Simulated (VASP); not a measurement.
A run of VASP 6.6.1 is set up as follows.

The input POSCAR:

```
Ag
1.0
    0.0000000000      2.0427500000      2.0427500000
    2.0427500000      0.0000000000      2.0427500000
    2.0427500000      2.0427500000      0.0000000000
Ag
1
Direct
    0.0000000000      0.0000000000      0.0000000000
```

File INCAR.step1:

```
ALGO = Normal
EDIFF = 1E-6
ENCUT = 520
GGA = RP
ISIF = 2
ISMEAR = -1
LASPH = True
LCHARG = True
LMAXMIX = 4
LREAL = False
LWAVE = False
NELM = 80
PREC = Accurate
SIGMA = 0.05
```

KPOINTS.step1

```
k-points
0
Gamma
  11 11 11
```

The input INCAR.step2:

```
ALGO = Normal
EDIFF = 1E-6
ENCUT = 520
GGA = RP
ICHARG = 11
ISIF = 2
ISMEAR = 0
LASPH = True
LCHARG = False
LMAXMIX = 4
LREAL = False
LWAVE = False
NELM = 80
PREC = Accurate
SIGMA = 0.05
```

Contents of KPOINTS.step2:

```
path GXWKGLUWLK,UX
10
line-mode
reciprocal
 0.0000000000  0.0000000000  0.0000000000  G
 0.5000000000  0.0000000000  0.5000000000  X

 0.5000000000  0.0000000000  0.5000000000  X
 0.5000000000  0.2500000000  0.7500000000  W

 0.5000000000  0.2500000000  0.7500000000  W
 0.3750000000  0.3750000000  0.7500000000  K

 0.3750000000  0.3750000000  0.7500000000  K
 0.0000000000  0.0000000000  0.0000000000  G

 0.0000000000  0.0000000000  0.0000000000  G
 0.5000000000  0.5000000000  0.5000000000  L

 0.5000000000  0.5000000000  0.5000000000  L
 0.6250000000  0.2500000000  0.6250000000  U

 0.6250000000  0.2500000000  0.6250000000  U
 0.5000000000  0.2500000000  0.7500000000  W

 0.5000000000  0.2500000000  0.7500000000  W
 0.5000000000  0.5000000000  0.5000000000  L

 0.5000000000  0.5000000000  0.5000000000  L
 0.3750000000  0.3750000000  0.7500000000  K

 0.6250000000  0.2500000000  0.6250000000  U
 0.5000000000  0.0000000000  0.5000000000  X
```

Potentials or basis: VASP PAW PBE potentials, release 64 (Ag).

Run with:

```bash
$ cat potpaw_PBE.64/Ag/POTCAR > POTCAR
$ cp INCAR.step1 INCAR
$ cp KPOINTS.step1 KPOINTS
$ mpirun -np 1 vasp_std > vasp.out
$ cp INCAR.step2 INCAR
$ cp KPOINTS.step2 KPOINTS
$ mpirun -np 1 vasp_std > vasp.out
```

Question: Predict the band gap along the path.

Answer: None (metal or under the smearing width).

Levels at the corners of the path, in eV from the Fermi level:
```csv
point,band 2,band 3,band 4,band 5,band 6,band 7,band 8,band 9
Γ,-5.10,-5.10,-5.10,-4.07,-4.07,15.74,19.36,19.36
X,-6.59,-3.31,-3.07,-3.07,1.37,6.50,10.45,10.45
X,-6.59,-3.31,-3.07,-3.07,1.37,6.50,10.45,10.45
W,-5.37,-5.37,-4.06,-3.07,5.72,5.72,6.79,7.91
W,-5.37,-5.37,-4.06,-3.07,5.72,5.72,6.79,7.91
K,-5.87,-4.38,-3.85,-3.35,4.05,5.02,6.90,12.55
K,-5.87,-4.38,-3.85,-3.35,4.05,5.02,6.90,12.55
Γ,-5.10,-5.10,-5.10,-4.07,-4.07,15.74,19.36,19.36
Γ,-5.10,-5.10,-5.10,-4.07,-4.07,15.74,19.36,19.36
L,-5.12,-5.12,-3.28,-3.28,-0.64,3.36,14.97,17.67
L,-5.12,-5.12,-3.28,-3.28,-0.64,3.36,14.97,17.67
U,-5.87,-4.38,-3.85,-3.35,4.05,5.02,6.90,12.55
U,-5.87,-4.38,-3.85,-3.35,4.05,5.02,6.90,12.55
W,-5.37,-5.37,-4.06,-3.07,5.72,5.72,6.79,7.91
W,-5.37,-5.37,-4.06,-3.07,5.72,5.72,6.79,7.91
L,-5.12,-5.12,-3.28,-3.28,-0.64,3.36,14.97,17.67
L,-5.12,-5.12,-3.28,-3.28,-0.64,3.36,14.97,17.67
K,-5.87,-4.38,-3.85,-3.35,4.05,5.02,6.90,12.55
U,-5.87,-4.38,-3.85,-3.35,4.05,5.02,6.90,12.55
X,-6.59,-3.31,-3.07,-3.07,1.37,6.50,10.45,10.45
```

Caveat: the log is that of the step along the path at fixed density, whose energy, stress, charges and moments have no meaning.
